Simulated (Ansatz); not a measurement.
## SiGe: strain energy, fitted

SiGe, P6_3mc, a = 3.901 Å, c = 6.443 Å. The structure is a Materials Project entry; whether it is the stable form wasn't checked. Ansatz: PBEsol, PAW, 420 eV, Γ-centred 12×12×6 mesh on 4 atoms, Gaussian smearing 0.02 eV; no spin polarisation. Series: uniaxial strain along c, with a, b and atoms relaxed; x is the strain in per cent. y is the free energy over the unstrained cell, V0 = 21.225 Å³/atom.

```tsv
x (%)	y (meV/atom)
-3.0	?
-2.0	5.02
-1.0	1.25
0.0	0.00
1.0	1.17
2.0	4.65
3.0	10.32
```

Problem. Fit y = c2 x² + c3 x³ to the other rows, turn c2 into a modulus, and predict the missing energy.

Solution. Least squares on the rows shown. y = 1.211 x² − 0.02172 x³. In eV per unit strain² c2 is 12.11; this is Young's modulus along the axis (E = ½ Y V0 ε²): 2 × 12.11 × 160.2 / (21.225) = 183 GPa. At x = -3.0 the fit asked for gives 11.49 meV/atom. The run gave 11.42 meV/atom, so the fit is 0.07 meV/atom too high, a small miss on the scale of the series.